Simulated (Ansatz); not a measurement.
Runs of Ansatz 0.2.0 on Sb. It takes space group Fm-3m (No. 225, cubic). The conventional cell has a = 4.742 Å, b = 4.742 Å, c = 4.742 Å, α = 90.00°, β = 90.00°, γ = 90.00°. Around Sb (site symmetry m-3m) lie 12 Sb at 3.35 Å. This isn't the form of Sb at room conditions, which is rhombohedral.

```csv
task,level,spin,cell,k mesh,cutoff (eV),points for each segment of the path,gap on the mesh (eV),pressure (GPa),relaxed volume (Å³/atom)
band structure,PBEsol,"SOC, no magnetisation",as given,7 × 7 × 7,420,14,none,(a),-
relaxation of cell and atoms,revPBE,off,relaxed,10 × 10 × 10,420,-,none,0.0,27.96
band structure,r2SCAN,off,as given,10 × 10 × 10,500,14,none,(b),-
band structure,BLYP,off,as given,10 × 10 × 10,420,14,none,7.7,-
relaxation of cell and atoms,BLYP,off,relaxed,10 × 10 × 10,420,-,none,0.0,30.28
```

Alike in all rows: potentials or basis Ansatz PAW; smearing fermi-dirac 0.05 eV.

Estimate the missing entries.

(a) -1.4; (b) 1.1.

Caveats: the PAW data sets come from PBE, with cores solved anew for the run's functional, which leaves a small shift of forces and pressure; the plane-wave basis is chosen anew once the cell has moved, so the energies of steps on either side of that aren't comparable (some runs); spin-orbit coupling is left out, which moves the levels of the heavy elements (some runs).

A k mesh can miss the band edges, and rows without SOC leave out spin-orbit coupling on Sb.

A gap of «none» marks a metal or a gap under the smearing width.

Runs at the PBE level aren't shown here.
